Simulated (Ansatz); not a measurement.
BaTe under changes of volume

One of the cells (39.652 Å³/atom); the others are scaled copies at fixed shape and fractional positions:

```
CELL_PARAMETERS angstrom
0.00000 3.41000 3.41000
3.41000 0.00000 3.41000
3.41000 3.41000 0.00000
ATOMIC_POSITIONS crystal
Ba 0.00000 0.00000 0.00000
Te 0.50000 0.50000 0.50000
```

* Program: Ansatz 0.2.0
* Functional: PBEsol
* Potentials or basis: Ansatz PAW
* Cutoff: 420 eV (not typed: the program's choice for these potentials)
* k mesh: 7 × 7 × 7
* Occupations: fermi-dirac, width 0.05 eV
* Spin: no spin polarisation

| volume (Å³/atom) | energy over the lowest point (meV/atom) | pressure (GPa) | gap on the mesh (eV) |
| --- | --- | --- | --- |
| 37.273 | ? | ? | ? |
| 38.066 | 39.64 | 3.7 | 1.29 |
| 38.859 | 23.69 | 2.8 | 1.34 |
| 39.652 | 12.15 | 1.9 | 1.39 |
| 40.445 | 4.62 | 1.1 | 1.44 |
| 41.238 | 0.69 | 0.5 | 1.48 |
| 42.031 | 0.00 | -0.2 | 1.52 |

Question: What does the run at 37.273 Å³/atom give?

Answer: Energy over the lowest point 60.52 meV/atom; pressure 4.7 GPa; gap on the mesh 1.23 eV.

Worked out: A Birch-Murnaghan fit of order 3 (a polynomial in V^(-2/3)) to the other rows has its minimum at 41.81 Å³/atom with B0 = V·E''(V) = 32 GPa and B' = 4.4. It gives 60.52 meV/atom at 37.273 Å³/atom, against the run's 60.52, and -dE/dV = 4.8 GPa, against 4.7. A straight line through the other rows of the gap, of slope 2.34 eV per unit of ln V, extrapolates to 1.24 eV, against the run's 1.23.

Energies are extrapolated to zero smearing.

Caveats: odd divisions of the mesh miss points on the zone boundary, where band edges often lie, so the gap on the mesh can be too wide; spin-orbit coupling is left out, which moves the levels of the heavy elements; the PAW data sets come from PBE, with cores solved anew for the run's functional, which leaves a small shift of forces and pressure.

A mesh can miss the band edges.
